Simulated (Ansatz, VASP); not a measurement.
# Two plane-wave programs on SrO

```
Sr O
1.0
     3.56345    0.00000    0.00000
    -1.78172    3.08604    0.00000
     0.00000    0.00000    6.25529
Sr O
2 2
Direct
  0.00000 0.00000 0.00000
  0.00000 0.00000 0.50000
  0.33333 0.66667 0.25000
  0.66667 0.33333 0.75000
```

Alike in both runs: functional r2SCAN; k mesh 6 × 6 × 6; occupations gaussian, width 0.02 eV; no spin polarisation.

Ansatz relaxed the structure, and its values are those at the end. VASP's run is a single point on that final structure, the one shown.

|  | VASP | Ansatz |
| --- | --- | --- |
| version | VASP 6.6.1 | Ansatz 0.2.0 |
| potentials or method | VASP PAW PBE potentials, release 64 (Sr_sv, O) | scalar-relativistic, plane waves, PAW |
| plane-wave cutoff (eV) | 520 | 500 |
| valence electrons in the cell | 32 | 32 |

```csv
,VASP,Ansatz,Ansatz less VASP
gap on the k mesh at the Fermi level (eV),3.94,3.98,+0.040
least direct gap on the mesh (eV),3.94,3.98,+0.040
pressure (GPa),0.6,0.0,-0.57
```

Caveats: the PAW data sets were made with another functional, which shifts forces and pressure a little (VASP). r2SCAN opens gaps a little over a GGA but as a rule still falls short of measured ones. A k mesh can miss the band edges.
